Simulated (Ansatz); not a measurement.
# Si (Fm-3m): an equation of state far from equilibrium, part 2 of 2

How does Si (Fm-3m) respond to strong compression and slight expansion?

Ansatz 0.2.0; DFT r²SCAN, scalar-relativistic, plane waves, PAW. The steps go on from the part before.

## 7. Volume × 0.8

The input, input.yaml:

```yaml
crystal:
  lattice:
    - [0.0, 1.7644991479, 1.7644991479]
    - [1.7644991479, 0.0, 1.7644991479]
    - [1.7644991479, 1.7644991479, 0.0]
  atoms:
    - { symbol: Si, position: [0.0, 0.0, 0.0] }
basis:
  ecutwfc: 500
  ecutrho_ratio: 4
kpoints:
  mp_grid: { grid: [22, 22, 22] }
hamiltonian:
  xc: r2scan
scf:
  occupations: { method: gaussian, width: 0.05 }
output:
  forces: true
  stress: true
  eigenvalues: true
```

Started as:

```sh
> ansatz run input.yaml --threads 1 --pin off --max-ram 2560MiB --backend cpu --events-out ev --progress --plain --runs-dir out
```

The log of the run (excerpt; [...] marks lines left out):

```text
Warning: RAYON_NUM_THREADS=1 ignored (pool sized by the plan → 1); use --threads N
[...]
Pseudopotentials: kind: paw
Pseudopotential: Si, paw, valence charge 4, recommended cutoff 500 eV (meta_gga), Si.paw.azcp
Functional definition: r2SCAN
[...]
Crystal: 1 atoms, lattice volume = 10.987 Å³
Basis set: ecut = 500 eV, 283 PW (Γ), exchange–correlation on 80×80×80 points (64 copies of the dense FFT grid, shifted against one another)
Bands: 6, of which v1, the nominal top of the filled ones, is band 2 counted from 1 (1 counted from 0)
Symmetry: 48 space group operations
Space group: Fm-3m (ITA 225), of the structure as read, at distance tolerance 2.2e-5 Å
k-points: 328 of 10648
[...]
SCF iter   1: F=—  HF=-638.086013 eV  |F-HF|=—  |Δ(HF+E_count)|=         —  Δρ=1.20e-2  dr2=1.25e-2  dr2_τ=1.67e-2  ethr=1.77e-3  ⟨swp⟩=5.4  Hψ=18849  notcnv=0
[...]
SCF iter   6: F=-638.098847 eV  HF=-638.098847 eV  |F-HF|=2.78e-10  |Δ(HF+E_count)|=   2.23e-8  Δρ=1.14e-5  dr2=9.32e-9  dr2_τ=2.83e-11  ethr=2.50e-9  ⟨swp⟩=6.0  Hψ=10451  notcnv=0
[...]
SCF converged after 6 iterations
Free energy (F): -638.098847 eV
[...]
E sigma→0 (E₀):  -638.098537 eV
Entropy (-TS):   -0.000619 eV (-0.619 meV/atom)
Fermi energy:    15.055463 eV
[...]
--- Forces (eV/Å), atoms counted from 1 ---
  atom   1  Si    -0.00000000     0.00000000     0.00000000
[...]
--- Stress (GPa, compression-positive) ---
       33.425887       0.000000      -0.000000
       -0.000000      33.425887      -0.000000
        0.000000      -0.000000      33.425887
  P = ⅓ Tr σ = 33.4259 GPa (334.259 kbar)
--- Band table (eV; the first three rows and the last of 328) ---
  k-point 0: bands = ["-3.2614", "28.7754", "28.7754", "28.7754", "31.0281", "31.0281"]
[...]
```

Wall time 5.2 s (1 thread of Intel Xeon at 2.50GHz (Skylake/Cascade Lake), shared host); peak memory 0.36 GiB.

Read off: volume 10.987 Å³/atom, pressure 33.43 GPa, metallic.

## 8. Volume × 0.76

input.yaml, as its differences from that of step 7:

```diff
@@ -2,5 +2,5 @@
   lattice:
-    - [0.0, 1.7644991479, 1.7644991479]
-    - [1.7644991479, 0.0, 1.7644991479]
-    - [1.7644991479, 1.7644991479, 0.0]
+    - [0.0, 1.734586604, 1.734586604]
+    - [1.734586604, 0.0, 1.734586604]
+    - [1.734586604, 1.734586604, 0.0]
   atoms:
```

Started as:

```sh
> ansatz run input.yaml --threads 1 --pin off --max-ram 2560MiB --backend cpu --events-out ev --progress --plain --runs-dir out
```

The log of the run (excerpt; [...] marks lines left out):

```text
Warning: RAYON_NUM_THREADS=1 ignored (pool sized by the plan → 1); use --threads N
[...]
Pseudopotentials: kind: paw
Pseudopotential: Si, paw, valence charge 4, recommended cutoff 500 eV (meta_gga), Si.paw.azcp
Functional definition: r2SCAN
[...]
Crystal: 1 atoms, lattice volume = 10.438 Å³
Basis set: ecut = 500 eV, 283 PW (Γ), exchange–correlation on 72×72×72 points (64 copies of the dense FFT grid, shifted against one another)
Bands: 6, of which v1, the nominal top of the filled ones, is band 2 counted from 1 (1 counted from 0)
Symmetry: 48 space group operations
Space group: Fm-3m (ITA 225), of the structure as read, at distance tolerance 2.2e-5 Å
k-points: 328 of 10648
[...]
SCF iter   1: F=—  HF=-637.948617 eV  |F-HF|=—  |Δ(HF+E_count)|=         —  Δρ=1.32e-2  dr2=1.35e-2  dr2_τ=2.16e-2  ethr=1.77e-3  ⟨swp⟩=5.7  Hψ=19105  notcnv=0
[...]
SCF iter   6: F=-637.962638 eV  HF=-637.962638 eV  |F-HF|=7.96e-13  |Δ(HF+E_count)|=   6.83e-8  Δρ=1.45e-5  dr2=1.41e-8  dr2_τ=4.07e-11  ethr=2.50e-9  ⟨swp⟩=6.1  Hψ=10491  notcnv=0
[...]
SCF converged after 6 iterations
Free energy (F): -637.962638 eV
[...]
E sigma→0 (E₀):  -637.962439 eV
Entropy (-TS):   -0.000397 eV (-0.397 meV/atom)
Fermi energy:    15.929689 eV
[...]
--- Forces (eV/Å), atoms counted from 1 ---
  atom   1  Si    -0.00000000     0.00000000    -0.00000000
[...]
--- Stress (GPa, compression-positive) ---
       46.492479      -0.000000       0.000000
        0.000000      46.492479      -0.000000
        0.000000      -0.000000      46.492479
  P = ⅓ Tr σ = 46.4925 GPa (464.925 kbar)
--- Band table (eV; the first three rows and the last of 328) ---
  k-point 0: bands = ["-2.9594", "29.9015", "29.9015", "29.9015", "32.7614", "32.7614"]
[...]
```

Run time: 7.2 s. Hardware: 1 thread of Intel Xeon at 2.50GHz (Skylake/Cascade Lake), shared host; peak memory 0.34 GiB.

This gives: volume 10.438 Å³/atom, pressure 46.49 GPa, a metal on this mesh.

## 9. Volume × 0.72

input.yaml, as its differences from that of step 8:

```diff
@@ -2,5 +2,5 @@
   lattice:
-    - [0.0, 1.734586604, 1.734586604]
-    - [1.734586604, 0.0, 1.734586604]
-    - [1.734586604, 1.734586604, 0.0]
+    - [0.0, 1.7036051965, 1.7036051965]
+    - [1.7036051965, 0.0, 1.7036051965]
+    - [1.7036051965, 1.7036051965, 0.0]
   atoms:
```

Started as:

```sh
> ansatz run input.yaml --threads 1 --pin off --max-ram 2560MiB --backend cpu --events-out ev --progress --plain --runs-dir out
```

The log of the run (excerpt; [...] marks lines left out):

```text
Warning: RAYON_NUM_THREADS=1 ignored (pool sized by the plan → 1); use --threads N
[...]
Pseudopotentials: kind: paw
Pseudopotential: Si, paw, valence charge 4, recommended cutoff 500 eV (meta_gga), Si.paw.azcp
Functional definition: r2SCAN
[...]
Crystal: 1 atoms, lattice volume = 9.889 Å³
Basis set: ecut = 500 eV, 259 PW (Γ), exchange–correlation on 72×72×72 points (64 copies of the dense FFT grid, shifted against one another)
Bands: 6, of which v1, the nominal top of the filled ones, is band 2 counted from 1 (1 counted from 0)
Symmetry: 48 space group operations
Space group: Fm-3m (ITA 225), of the structure as read, at distance tolerance 2.1e-5 Å
k-points: 328 of 10648
[...]
SCF iter   1: F=—  HF=-637.760782 eV  |F-HF|=—  |Δ(HF+E_count)|=         —  Δρ=1.37e-2  dr2=1.29e-2  dr2_τ=2.80e-2  ethr=1.77e-3  ⟨swp⟩=5.9  Hψ=19334  notcnv=0
[...]
SCF iter   6: F=-637.775032 eV  HF=-637.775032 eV  |F-HF|=1.94e-10  |Δ(HF+E_count)|=   9.82e-8  Δρ=1.62e-5  dr2=1.59e-8  dr2_τ=5.48e-11  ethr=2.50e-9  ⟨swp⟩=6.1  Hψ=10565  notcnv=0
[...]
SCF converged after 6 iterations
Free energy (F): -637.775032 eV
[...]
E sigma→0 (E₀):  -637.774949 eV
Entropy (-TS):   -0.000166 eV (-0.166 meV/atom)
Fermi energy:    16.966026 eV
[...]
--- Forces (eV/Å), atoms counted from 1 ---
  atom   1  Si     0.00000000     0.00000000     0.00000000
[...]
--- Stress (GPa, compression-positive) ---
       63.820642       0.000000       0.000000
        0.000000      63.820642       0.000000
        0.000000      -0.000000      63.820642
  P = ⅓ Tr σ = 63.8206 GPa (638.206 kbar)
--- Band table (eV; the first three rows and the last of 328) ---
  k-point 0: bands = ["-2.6215", "31.1332", "31.1332", "31.1332", "34.6588", "34.6588"]
[...]
```

It took 4.2 s on 1 thread of Intel Xeon at 2.50GHz (Skylake/Cascade Lake), shared host; peak memory 0.34 GiB.

Read off: volume 9.889 Å³/atom, pressure 63.82 GPa, a metal on this mesh.

## 10. Volume × 0.68

input.yaml, as its differences from that of step 9:

```diff
@@ -2,5 +2,5 @@
   lattice:
-    - [0.0, 1.7036051965, 1.7036051965]
-    - [1.7036051965, 0.0, 1.7036051965]
-    - [1.7036051965, 1.7036051965, 0.0]
+    - [0.0, 1.6714539974, 1.6714539974]
+    - [1.6714539974, 0.0, 1.6714539974]
+    - [1.6714539974, 1.6714539974, 0.0]
   atoms:
```

Started as:

```sh
> ansatz run input.yaml --threads 1 --pin off --max-ram 2560MiB --backend cpu --events-out ev --progress --plain --runs-dir out
```

The log of the run (excerpt; [...] marks lines left out):

```text
Warning: RAYON_NUM_THREADS=1 ignored (pool sized by the plan → 1); use --threads N
[...]
Pseudopotentials: kind: paw
Pseudopotential: Si, paw, valence charge 4, recommended cutoff 500 eV (meta_gga), Si.paw.azcp
Functional definition: r2SCAN
[...]
Crystal: 1 atoms, lattice volume = 9.339 Å³
Basis set: ecut = 500 eV, 259 PW (Γ), exchange–correlation on 72×72×72 points (64 copies of the dense FFT grid, shifted against one another)
Bands: 6, of which v1, the nominal top of the filled ones, is band 2 counted from 1 (1 counted from 0)
Symmetry: 48 space group operations
Space group: Fm-3m (ITA 225), of the structure as read, at distance tolerance 2.1e-5 Å
k-points: 328 of 10648
[...]
SCF iter   1: F=—  HF=-637.506472 eV  |F-HF|=—  |Δ(HF+E_count)|=         —  Δρ=1.33e-2  dr2=1.07e-2  dr2_τ=3.64e-2  ethr=1.77e-3  ⟨swp⟩=6.1  Hψ=19698  notcnv=0
[...]
SCF iter   6: F=-637.519731 eV  HF=-637.519731 eV  |F-HF|=6.96e-10  |Δ(HF+E_count)|=   1.78e-7  Δρ=2.04e-5  dr2=2.28e-8  dr2_τ=8.75e-11  ethr=2.50e-9  ⟨swp⟩=4.5  Hψ=8094  notcnv=0
[...]
SCF converged after 6 iterations
Free energy (F): -637.519731 eV
[...]
E sigma→0 (E₀):  -637.519624 eV
Entropy (-TS):   -0.000213 eV (-0.213 meV/atom)
Fermi energy:    18.029229 eV
[...]
--- Forces (eV/Å), atoms counted from 1 ---
  atom   1  Si    -0.00000000    -0.00000000    -0.00000000
[...]
--- Stress (GPa, compression-positive) ---
       86.026944       0.000000      -0.000000
        0.000000      86.026944       0.000000
        0.000000       0.000000      86.026944
  P = ⅓ Tr σ = 86.0269 GPa (860.269 kbar)
--- Band table (eV; the first three rows and the last of 328) ---
  k-point 0: bands = ["-2.2405", "32.4865", "32.4865", "32.4865", "36.7439", "36.7439"]
[...]
```

It took 4.1 s on 1 thread of Intel Xeon at 2.50GHz (Skylake/Cascade Lake), shared host; peak memory 0.34 GiB.

This gives: volume 9.339 Å³/atom, pressure 86.03 GPa, no gap.

## 11. Volume × 0.64

The input, input.yaml:

```yaml
crystal:
  lattice:
    - [0.0, 1.6380159084, 1.6380159084]
    - [1.6380159084, 0.0, 1.6380159084]
    - [1.6380159084, 1.6380159084, 0.0]
  atoms:
    - { symbol: Si, position: [0.0, 0.0, 0.0] }
basis:
  ecutwfc: 500
  ecutrho_ratio: 4
kpoints:
  mp_grid: { grid: [24, 24, 24] }
hamiltonian:
  xc: r2scan
scf:
  occupations: { method: gaussian, width: 0.05 }
output:
  forces: true
  stress: true
  eigenvalues: true
```

Started as:

```sh
> ansatz run input.yaml --threads 1 --pin off --max-ram 2560MiB --backend cpu --events-out ev --progress --plain --runs-dir out
```

The log of the run (excerpt; [...] marks lines left out):

```text
Warning: RAYON_NUM_THREADS=1 ignored (pool sized by the plan → 1); use --threads N
[...]
Pseudopotentials: kind: paw
Pseudopotential: Si, paw, valence charge 4, recommended cutoff 500 eV (meta_gga), Si.paw.azcp
Functional definition: r2SCAN
[...]
Crystal: 1 atoms, lattice volume = 8.790 Å³
Basis set: ecut = 500 eV, 229 PW (Γ), exchange–correlation on 72×72×72 points (64 copies of the dense FFT grid, shifted against one another)
Bands: 6, of which v1, the nominal top of the filled ones, is band 2 counted from 1 (1 counted from 0)
Symmetry: 48 space group operations
Space group: Fm-3m (ITA 225), of the structure as read, at distance tolerance 2.1e-5 Å
k-points: 413 of 13824
[...]
SCF iter   1: F=—  HF=-637.164574 eV  |F-HF|=—  |Δ(HF+E_count)|=         —  Δρ=1.16e-2  dr2=6.96e-3  dr2_τ=4.75e-2  ethr=1.77e-3  ⟨swp⟩=6.2  Hψ=25139  notcnv=0
[...]
SCF iter   6: F=-637.174683 eV  HF=-637.174683 eV  |F-HF|=1.53e-9  |Δ(HF+E_count)|=   2.59e-7  Δρ=2.39e-5  dr2=2.85e-8  dr2_τ=1.42e-10  ethr=2.50e-9  ⟨swp⟩=4.8  Hψ=10996  notcnv=0
[...]
SCF converged after 6 iterations
Free energy (F): -637.174683 eV
[...]
E sigma→0 (E₀):  -637.174601 eV
Entropy (-TS):   -0.000164 eV (-0.164 meV/atom)
Fermi energy:    19.199468 eV
[...]
--- Forces (eV/Å), atoms counted from 1 ---
  atom   1  Si     0.00000000    -0.00000000     0.00000000
[...]
--- Stress (GPa, compression-positive) ---
      115.753286      -0.000000      -0.000000
        0.000000     115.753286       0.000000
        0.000000      -0.000000     115.753286
  P = ⅓ Tr σ = 115.7533 GPa (1157.533 kbar)
--- Band table (eV; the first three rows and the last of 413) ---
  k-point 0: bands = ["-1.8087", "33.9821", "33.9821", "33.9821", "39.0465", "39.0465"]
[...]
```

Wall time 6.9 s (1 thread of Intel Xeon at 2.50GHz (Skylake/Cascade Lake), shared host); peak memory 0.35 GiB.

In short: volume 8.790 Å³/atom, pressure 115.75 GPa, a metal on this mesh.

## 12. All volumes together

| volume (Å³/atom) | energy above the lowest (meV/atom) | pressure (GPa) | gap on the mesh (eV) | space group |
| --- | --- | --- | --- | --- |
| 8.790 | 1161.6 | 115.8 | 0.00 | Fm-3m |
| 9.339 | 816.5 | 86.0 | 0.00 | Fm-3m |
| 9.889 | 561.2 | 63.8 | 0.00 | Fm-3m |
| 10.438 | 373.7 | 46.5 | 0.00 | Fm-3m |
| 10.987 | 237.6 | 33.4 | 0.00 | Fm-3m |
| 11.537 | 140.4 | 23.9 | 0.00 | Fm-3m |
| 12.086 | 71.0 | 15.5 | 0.00 | Fm-3m |
| 12.635 | 28.8 | 9.2 | 0.00 | Fm-3m |
| 13.185 | 6.6 | 4.0 | 0.00 | Fm-3m |
| 13.734 | 0.0 | 0.1 | 0.00 | Fm-3m |
| 14.284 | 5.2 | -2.9 | 0.00 | Fm-3m |

## 13. What came out

This closing draws on all 2 parts. Changes of volume or cell count from the first structure of part 1.

```
         quantity              value
range of pressure  -2.9 to 115.8 GPa
         V0 (fit)      13.78 Å³/atom
         B0 (fit)             87 GPa
        B0′ (fit)               4.77
```

In words: A third-order Birch-Murnaghan fit follows the points with an rms miss of 1.06 meV/atom. The k mesh is not the same at all volumes. Symmetry fixes shape and sites, so only the volume changes. Other structures may be lower in enthalpy at these pressures.
